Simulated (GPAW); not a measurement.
## Ni and the effect of the Hubbard U on Ni d

```yaml
crystal:
  lattice:
    - [0.00000, 1.73757, 1.73757]
    - [1.73757, 0.00000, 1.73757]
    - [1.73757, 1.73757, 0.00000]
  atoms:
    - { symbol: Ni, position: [0.00000, 0.00000, 0.00000] }
```

Kept alike: task band structure; functional PBEsol; k mesh 13 × 13 × 13; occupations fermi-dirac, width 0.05 eV; collinear spin, ferromagnetic start. Program: GPAW, PAW data sets generated for this functional, cutoff 600 eV. The mesh is that of the run's cell of 1 atom. No spin-orbit coupling.

| run | pressure (GPa) | largest site moment (μB) |
| --- | --- | --- |
| A | -0.41 | 0.91 |
| B | 0.44 | 1.02 |
| C | -0.68 | 0.69 |
| D | 0.63 | 0.66 |
| E | -1.57 | 0.72 |
| F | 0.22 | 0.99 |
| G | -0.82 | 0.85 |

Pressure is positive in compression; the values hold the error of the finite cutoff, so their zero can differ a little from the energy's minimum. For a metal such a mesh leaves the last digits unconverged. The pressure doesn't move evenly along the series, which may be noise of the runs. How U acts hangs on the program's projectors. The runs hold the magnetic state that their start led to, which needn't be the lowest. Site moments count inside each atom's sphere or projector.

Problem. The runs differ in the Hubbard U on Ni d alone: 0; 1; 2; 3; 4; 6; 8 eV. Which run is which?

Solution. Run A is 4 eV; run B is 8 eV; run C is 1 eV; run D is 0 eV; run E is 2 eV; run F is 6 eV; run G is 3 eV. The pressure runs from -1.57 (2) to 0.63 GPa (0). The largest site moment rises from 0.66 to 1.02 μB between 0 and 8 eV. U favours whole occupations of the shell, which as a rule raises the local moment.
